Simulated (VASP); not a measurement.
# MgH2 (P4_2/mnm) in VASP: further runs

One crystal, MgH2, is run at these levels: r2SCAN; tasks: relaxation of cell and atoms.

Program: VASP 6.6.1. These are calculated values, not measurements. Logs are shortened: lines on timing, memory, paths and dates and some standing lists are left out, and cuts for length are marked.

## 1. Starting point

The structure is tetragonal, space group P4_2/mnm (No. 136). The conventional cell has a = 4.517 Å, b = 4.517 Å, c = 3.021 Å, α = 90.00°, β = 90.00°, γ = 90.00°. Mg (site symmetry mmm) has 6 H at 1.95 Å as nearest neighbours. H (site symmetry m2m) is surrounded by 3 Mg at 1.95 Å.

## 2. Relaxation of cell and atoms, r2SCAN

File INCAR:

```
PREC     = Accurate       # precision mode
ENCUT    = 600            # plane-wave cutoff, eV
EDIFF    = 1E-6           # SCF threshold, eV
ISMEAR   = 0              # smearing method
SIGMA    = 0.03           # smearing width, eV
LREAL    = False          # projectors in reciprocal space
LASPH    = True           # aspherical terms in the spheres
NELM     = 80             # most SCF steps
ALGO     = Normal         # electronic algorithm
ISIF     = 3              # what is computed and relaxed
LWAVE    = False          # write WAVECAR
LCHARG   = False          # write CHGCAR
METAGGA  = R2SCAN         # meta-GGA
LMIXTAU  = True         
IBRION   = 2              # ionic algorithm
NSW      = 90             # ionic steps
EDIFFG   = -0.01          # ionic threshold
KPAR     = 2
```

File KPOINTS:

```
regular mesh
0
Gamma
  6 6 10
```

File POSCAR:

```
MgH2
1.0
    4.5168000000      0.0000000000      0.0000000000
    0.0000000000      4.5168000000      0.0000000000
    0.0000000000      0.0000000000      3.0205000000
Mg H
2 4
Direct
    0.0000000000      0.0000000000      0.0000000000
    0.5000000000      0.5000000000      0.5000000000
    0.3060000000      0.3060000000      0.0000000000
    0.1940000000      0.8060000000      0.5000000000
    0.6940000000      0.6940000000      0.0000000000
    0.8060000000      0.1940000000      0.5000000000
```

Potentials or basis: VASP PAW PBE potentials, release 64 (Mg, H).

Launch:

```sh
$ cat potpaw_PBE.64/Mg/POTCAR potpaw_PBE.64/H/POTCAR > POTCAR
$ mpirun -np 2 vasp_std > vasp.out
```

OUTCAR:

```text
PREC = Accurate
   ENCUT = 600
   EDIFF = 1E-6
   ISMEAR = 0
   LREAL = False
   LASPH = True
   NELM = 80
   ISIF = 3
   METAGGA = R2SCAN
   IBRION = 2
   NSW = 90
   EDIFFG = -0.01

 ion  position               nearest neighbor table
   1  0.000  0.000  0.000-   4 1.95   6 1.95   4 1.95   6 1.95   5 1.95   3 1.95   2 3.53   2 3.53
                             2 3.53   2 3.53   2 3.53   2 3.53   2 3.53   2 3.53
   2  0.500  0.500  0.500-   3 1.95   5 1.95   3 1.95   5 1.95   4 1.95   6 1.95   1 3.53   1 3.53
                             1 3.53   1 3.53   1 3.53   1 3.53   1 3.53   1 3.53
   3  0.306  0.306  0.000-   2 1.95   2 1.95   1 1.95
   4  0.194  0.806  0.500-   1 1.95   1 1.95   2 1.95
   5  0.694  0.694  0.000-   2 1.95   2 1.95   1 1.95
   6  0.806  0.194  0.500-   1 1.95   1 1.95   2 1.95

  LATTYP: Found a simple tetragonal cell.
 ALAT       =     4.5168000000
 C/A-ratio  =     0.6687256465

  Lattice vectors:

 A1 = (   4.5168000000,   0.0000000000,   0.0000000000)
 A2 = (   0.0000000000,   4.5168000000,   0.0000000000)
 A3 = (   0.0000000000,   0.0000000000,   3.0205000000)

Analysis of symmetry for initial positions (statically):
=====================================================================
 Subroutine PRICEL returns:
 Original cell was already a primitive cell.

 Routine SETGRP: Setting up the symmetry group for a
 simple tetragonal supercell.

 Subroutine GETGRP returns: Found 16 space group operations
 (whereof  8 operations were pure point group operations)
 out of a pool of 16 trial point group operations.

The static configuration has the point symmetry D_2h.
 The point group associated with its full space group is D_4h.

Analysis of symmetry for dynamics (positions and initial velocities):
=====================================================================
 Subroutine PRICEL returns:
 Original cell was already a primitive cell.

 Routine SETGRP: Setting up the symmetry group for a
 simple tetragonal supercell.

 Subroutine GETGRP returns: Found 16 space group operations
 (whereof  8 operations were pure point group operations)
 out of a pool of 16 trial point group operations.

The dynamic configuration has the point symmetry D_2h.
 The point group associated with its full space group is D_4h.

 Subroutine INISYM returns: Found 16 space group operations
 (whereof  8 operations are pure point group operations),
 and found     1 'primitive' translations

----------------------------------------------------------------------------------------

                                     Primitive cell

  volume of cell :      61.6227

  direct lattice vectors                    reciprocal lattice vectors
     4.516800000  0.000000000  0.000000000     0.221395678  0.000000000  0.000000000
     0.000000000  4.516800000  0.000000000     0.000000000  0.221395678  0.000000000
     0.000000000  0.000000000  3.020500000     0.000000000  0.000000000  0.331071015

  length of vectors
     4.516800000  4.516800000  3.020500000     0.221395678  0.221395678  0.331071015

  position of ions in fractional coordinates (direct lattice)
     0.000000000  0.000000000  0.000000000
     0.500000000  0.500000000  0.500000000
     0.306000000  0.306000000  0.000000000
     0.194000000  0.806000000  0.500000000
     0.694000000  0.694000000  0.000000000
     0.806000000  0.194000000  0.500000000

  ion indices of the primitive-cell ions
   primitive index   ion index
                 1           1
                 2           2
                 3           3
                 4           4
                 5           5
                 6           6

----------------------------------------------------------------------------------------

 KPOINTS: regular mesh

Automatic generation of k-mesh.
 Grid dimensions read from file:
 generate k-points for:    6    6   10

 Generating k-lattice:

  Cartesian coordinates                     Fractional coordinates (reciprocal lattice)
     0.036899280  0.000000000  0.000000000     0.166666667  0.000000000  0.000000000
     0.000000000  0.036899280  0.000000000     0.000000000  0.166666667  0.000000000
     0.000000000  0.000000000  0.033107101     0.000000000  0.000000000  0.100000000

  Length of vectors
     0.036899280  0.036899280  0.033107101

  Shift w.r.t. Gamma in fractional coordinates (k-lattice)
     0.000000000  0.000000000  0.000000000

 Subroutine IBZKPT returns following result:
 ===========================================

 Found     60 irreducible k-points:

 Following reciprocal coordinates:
            Coordinates               Weight
  0.000000  0.000000  0.000000      1.000000
  0.166667  0.000000  0.000000      4.000000
  0.333333  0.000000  0.000000      4.000000
  0.500000  0.000000  0.000000      2.000000
  0.166667  0.166667  0.000000      4.000000
  0.333333  0.166667  0.000000      8.000000
[... 16 lines left out ...]
  0.333333  0.000000  0.200000      8.000000
  0.500000  0.000000  0.200000      4.000000
 [... further k-points ...]
   k-points           NKPTS =     60   k-points in BZ     NKDIM =     60   number of bands    NBANDS=      8
   number of dos      NEDOS =    301   number of ions     NIONS =      6
   total plane-waves  NPLWV =  31104
   dimension x,y,z NGX =    36 NGY =   36 NGZ =   24
   dimension x,y,z NGXF=    72 NGYF=   72 NGZF=   48
   ions per type =               2   4
   NGX,Y,Z   is equivalent  to a cutoff of  13.25, 13.25, 13.21 a.u.
   NGXF,Y,Z  is equivalent  to a cutoff of  26.50, 26.50, 26.42 a.u.
 SYSTEM =  unknown system
   PREC   = accura    normal or accurate (medium, high low for compatibility)
   ISTART =      0    job   : 0-new  1-cont  2-samecut
   ICHARG =      2    charge: 1-file 2-atom 10-const
   ISPIN  =      1    spin polarized calculation?
   LNONCOLLINEAR =      F non collinear calculations
   LSORBIT =      F    spin-orbit coupling
   LASPH  =      T    aspherical Exc in radial PAW
   ENCUT  =  600.0 eV  44.10 Ry    6.64 a.u.   9.02  9.02  6.03*2*pi/ulx,y,z
   NELM   =     80;   NELMIN=  2; NELMDL= -5     # of ELM steps
   EDIFF  = 0.1E-05   stopping-criterion for ELM
   LREAL  =      F    real-space projection
   EDIFFG = -.1E-01   stopping-criterion for IOM
   NSW    =     90    number of steps for IOM
   IBRION =      2    ionic relax: 0-MD 1-quasi-New 2-CG
   NFREE  =      1    steps in history (QN), initial steepest desc. (CG)
   ISIF   =      3    stress and relaxation
   ISYM   =      2    0-nonsym 1-usesym 2-fastsym
   POTIM  = 0.5000    time-step for ionic-motion
   TEBEG  =    0.0;   TEEND  =   0.0 temperature during run
   PSTRESS=    0.0 pullay stress
   NELECT =       8.0000    total number of electrons
   NUPDOWN=      -1.0000    fix difference up-down
   EMIN   =  10.00;   EMAX   =-10.00  energy-range for DOS
   EFERMI =   0.00;   METHOD = LEGACY
   ISMEAR =     0;   SIGMA  =   0.03  broadening in eV -4-tet -1-fermi 0-gaus
   EFERMI_NEDOS =   21; number of points for ismear=-14 and -15
   IALGO  =     38    algorithm
   IMIX   =      4    mixing-type and parameters
     AMIX     =   0.40;   BMIX     =  1.00
     AMIX_MAG =   1.60;   BMIX_MAG =  1.00
  volume/ion in A,a.u.               =      10.27        69.31
  Fermi-wavevector in a.u.,A,eV,Ry     =   0.828943  1.566475  9.349194  0.687146
  Thomas-Fermi vector in A             =   1.941405
   LORBIT       =      0    0 simple, 1 ext, 2 COOP (PROOUT), +10 PAW based schemes
   METAGGA = R2SCAN    functional components
   LHFCALC =     F    Hartree Fock is set to
   AEXX    =    0.0000 exact exchange contribution
   IVDW    =     0    specifies the selected vdW correction
   LEPSILON=     F    determine dielectric tensor
   LRPA    =     F    only Hartree local field effects (RPA)
 conjugate gradient relaxation of ions
 non-spin polarized calculation
 Gauss-broadening in eV      SIGMA  =   0.03
  energy-cutoff  :      600.00
  volume of cell :       61.62
 maximum number of plane-waves:      2080
   NGX = 19   NGY = 19   NGZ = 13

--------------------------------------- Ionic step        1  -------------------------------------------

 number of electron       8.0000004 magnetization

 Free energy of the ion-electron system (eV)
  ---------------------------------------------------
  ext. energy  EPLUGINS =         0.00000000
  ---------------------------------------------------
  free energy    TOTEN  =       -23.72184320 eV

  energy without entropy =      -23.72184320  energy(sigma->0) =      -23.72184320

------------------------ aborting loop because EDIFF is reached ----------------------------------------

  FORCE on cell =-STRESS in cart. coord.  units (eV):
  Direction    XX          YY          ZZ          XY          YZ          ZX
  --------------------------------------------------------------------------------------
  -------------------------------------------------------------------------------------
  Total       -0.4952147     -0.4952147     -0.7030603     -0.0000000      0.0000000      0.0000000
  in kB      -12.8754847    -12.8754847    -18.2794270     -0.0000000      0.0000000      0.0000000
  external PRESSURE =     -14.6767988 kB  Pullay stress =       0.0000000 kB
[... 185 lines left out ...]
  energy  without entropy=      -23.7306353250  energy(sigma->0) =      -23.73063533

--------------------------------------- Ionic step        6  -------------------------------------------

 number of electron       8.0000002 magnetization

 Free energy of the ion-electron system (eV)
  ---------------------------------------------------
  ext. energy  EPLUGINS =         0.00000000
  ---------------------------------------------------
  free energy    TOTEN  =       -23.73075720 eV

  energy without entropy =      -23.73075720  energy(sigma->0) =      -23.73075720

 E-fermi :  -0.6431     XC(G=0):  -8.7610

 val. band max:       -0.8127518566   @ k =   0.1667   0.1667   0.1000
 cond. band min:       3.6627408281   @ k =   0.3333   0.3333   0.5000
 fundamental gap:      4.4754926847
 Fermi energy:        -0.6430589643

 k-point     1 :       0.0000    0.0000    0.0000
  band No.  band energies     occupation
      1      -7.4350      2.00000
      2      -2.2904      2.00000
      3      -2.2904      2.00000
      4      -1.2058      2.00000
      5       4.4372      0.00000
      6       4.9426      0.00000
      7       9.1965      0.00000
      8       9.1965      0.00000
[... 243 lines left out ...]
 k-point    24 :       0.5000    0.0000    0.2000
  band No.  band energies     occupation
      1      -5.1791      2.00000
      2      -5.1791      2.00000
      3      -1.1687      2.00000
      4      -1.1687      2.00000
      5       5.6324      0.00000
      6       5.6324      0.00000
      7       7.9386      0.00000
      8       7.9386      0.00000

 [... further k-points ...]

------------------------ aborting loop because EDIFF is reached ----------------------------------------

  FORCE on cell =-STRESS in cart. coord.  units (eV):
  Direction    XX          YY          ZZ          XY          YZ          ZX
  --------------------------------------------------------------------------------------
  -------------------------------------------------------------------------------------
  Total        0.0002412      0.0002412      0.0053155      0.0000000      0.0000000      0.0000000
  in kB        0.0064512      0.0064512      0.1421666      0.0000000      0.0000000      0.0000000
  external PRESSURE =       0.0516897 kB  Pullay stress =       0.0000000 kB
[... 21 lines left out ...]
  FREE ENERGIE OF THE ION-ELECTRON SYSTEM (eV)
  ---------------------------------------------------
  free  energy   TOTEN  =       -23.7307571996 eV

  energy  without entropy=      -23.7307571996  energy(sigma->0) =      -23.73075720

 reached required accuracy - stopping structural energy minimisation
```

Wall time 81 s (2 MPI ranks of Intel Xeon 6975P-C (Granite Rapids), shared host); peak memory 0.2 GiB.

Results:

| Item | Value |
| --- | --- |
| Free energy | -23.7308 eV |
| Relaxed volume | 9.98 Å³/atom |
| Relaxed cell | a = 4.476 Å, b = 4.476 Å, c = 2.990 Å, α = 90.00°, β = 90.00°, γ = 90.00° |
| Space group after relaxing (to 0.05 Å) | P4_2/mnm (No. 136) |
| Energy gained by relaxing | 1.5 meV/atom |
| Ionic steps | 6 |
| Pressure after relaxing | 0.0 GPa |
| Band gap on the k mesh | 4.48 eV, indirect (least direct gap 5.27 eV) |

The path:
```tsv
step	energy change (eV)	largest force (eV/Å)	pressure (GPa)	volume (Å³)
1	0.0000	0.0430	-1.47	61.62
2	-0.0063	0.0371	-0.75	60.79
3	-0.0085	0.0317	-0.06	60.03
4	-0.0086	0.0312	0.03	59.93
5	-0.0088	0.0178	0.02	59.92
6	-0.0089	0.0002	0.01	59.90
```

Final structure:
```cif
data_structure
_symmetry_space_group_name_H-M 'P 1'
_symmetry_Int_Tables_number 1
_cell_length_a 4.4760
_cell_length_b 4.4760
_cell_length_c 2.9900
_cell_angle_alpha 90.000
_cell_angle_beta 90.000
_cell_angle_gamma 90.000
_cell_volume 59.90
loop_
_atom_site_label
_atom_site_type_symbol
_atom_site_fract_x
_atom_site_fract_y
_atom_site_fract_z
_atom_site_occupancy
Mg1 Mg 0.00000 0.00000 0.00000 1
Mg2 Mg 0.50000 0.50000 0.50000 1
H1 H 0.30464 0.30464 0.00000 1
H2 H 0.19536 0.80464 0.50000 1
H3 H 0.69536 0.69536 0.00000 1
H4 H 0.80464 0.19536 0.50000 1
```

Levels at points of the mesh, in eV from the valence-band top:
```csv
k point,band 1,band 2,band 3,band 4,band 5,band 6,band 7,band 8
"(0.00, 0.00, 0.00)",-6.62,-1.48,-1.48,-0.39,5.25,5.76,10.01,10.01
"(0.50, 0.00, 0.00)",-4.94,-4.94,-0.52,-0.52,6.01,6.01,10.93,10.93
"(0.50, 0.50, 0.00)",-3.81,-3.81,-2.79,-2.79,9.90,9.90,9.98,9.98
"(0.00, 0.00, 0.50)",-3.09,-3.09,-0.10,-0.10,7.18,7.18,7.56,7.56
"(0.50, 0.00, 0.50)",-2.35,-2.35,-1.07,-1.07,5.83,5.83,7.54,7.54
"(0.50, 0.50, 0.50)",-1.95,-1.95,-0.98,-0.98,4.59,4.59,4.74,4.74
```

Caveat: the PAW data sets were made with another functional, which shifts forces and pressure a little.

## 3. Relaxation of cell and atoms, r2SCAN

This run uses another cell than the first one, of 9.98 Å³/atom, 0.972 times its volume.

INCAR: that of step 2 with these lines changed.

```diff
@@ -2,3 +2,3 @@
 ENCUT    = 600            # plane-wave cutoff, eV
-EDIFF    = 1E-6           # SCF threshold, eV
+EDIFF    = 1E-7           # SCF threshold, eV
 ISMEAR   = 0              # smearing method
@@ -16,3 +16,3 @@
 NSW      = 90             # ionic steps
-EDIFFG   = -0.01          # ionic threshold
+EDIFFG   = -0.005         # ionic threshold
 KPAR     = 2
```

KPOINTS is that of step 2.

File POSCAR:

```
MgH2                                    
1.0
    4.4760222344     -0.0000000000      0.0000000000
    0.0000000000      4.4760222344      0.0000000000
    0.0000000000      0.0000000000      2.9900364976
  Mg              H             
     2     4
Direct
     1.0000000000000000    0.0000000000000000    0.0000000000000000
     0.5000000000000000    0.5000000000000000    0.5000000000000000
     0.3046364428155948    0.3046364428155948    0.0000000000000000
     0.1953635571844052    0.8046364428155948    0.5000000000000000
     0.6953635571844052    0.6953635571844052    1.0000000000000000
     0.8046364428155948    0.1953635571844052    0.5000000000000000
```

Potentials or basis: VASP PAW PBE potentials, release 64 (Mg, H).

Launch:

```sh
$ cat potpaw_PBE.64/Mg/POTCAR potpaw_PBE.64/H/POTCAR > POTCAR
$ mpirun -np 2 vasp_std > vasp.out
```

Run time: 27 s. Hardware: 2 MPI ranks of Intel Xeon 6975P-C (Granite Rapids), shared host; peak memory 0.19 GiB.

Results (log left out):

* Free energy: -23.7303 eV
* Pressure after relaxing: 0.0 GPa
* Band gap on the k mesh: 4.48 eV, indirect (least direct gap 5.27 eV)

Final structure:
```yaml
crystal:
  lattice:
    - [4.47602, 0.00000, 0.00000]
    - [0.00000, 4.47602, 0.00000]
    - [0.00000, 0.00000, 2.99004]
  atoms:
    - { symbol: Mg, position: [0.00000, 0.00000, 0.00000] }
    - { symbol: Mg, position: [0.50000, 0.50000, 0.50000] }
    - { symbol: H, position: [0.30464, 0.30464, 0.00000] }
    - { symbol: H, position: [0.19536, 0.80464, 0.50000] }
    - { symbol: H, position: [0.69536, 0.69536, 0.00000] }
    - { symbol: H, position: [0.80464, 0.19536, 0.50000] }
```

Levels at points of the mesh, in eV from the valence-band top:
| k point | band 1 | band 2 | band 3 | band 4 | band 5 | band 6 | band 7 | band 8 |
| --- | --- | --- | --- | --- | --- | --- | --- | --- |
| (0.00, 0.00, 0.00) | -6.62 | -1.48 | -1.48 | -0.39 | 5.25 | 5.76 | 10.01 | 10.01 |
| (0.50, 0.00, 0.00) | -4.94 | -4.94 | -0.52 | -0.52 | 6.01 | 6.01 | 10.93 | 10.93 |
| (0.50, 0.50, 0.00) | -3.81 | -3.81 | -2.79 | -2.79 | 9.90 | 9.90 | 9.98 | 9.98 |
| (0.00, 0.00, 0.50) | -3.09 | -3.09 | -0.10 | -0.10 | 7.18 | 7.18 | 7.56 | 7.56 |
| (0.50, 0.00, 0.50) | -2.35 | -2.35 | -1.07 | -1.07 | 5.83 | 5.83 | 7.54 | 7.54 |
| (0.50, 0.50, 0.50) | -1.95 | -1.95 | -0.98 | -0.98 | 4.59 | 4.59 | 4.74 | 4.74 |

Caveat: the relaxation stopped at its first step, so nothing moved; the PAW data sets were made with another functional, which shifts forces and pressure a little. A k mesh can miss the band edges.
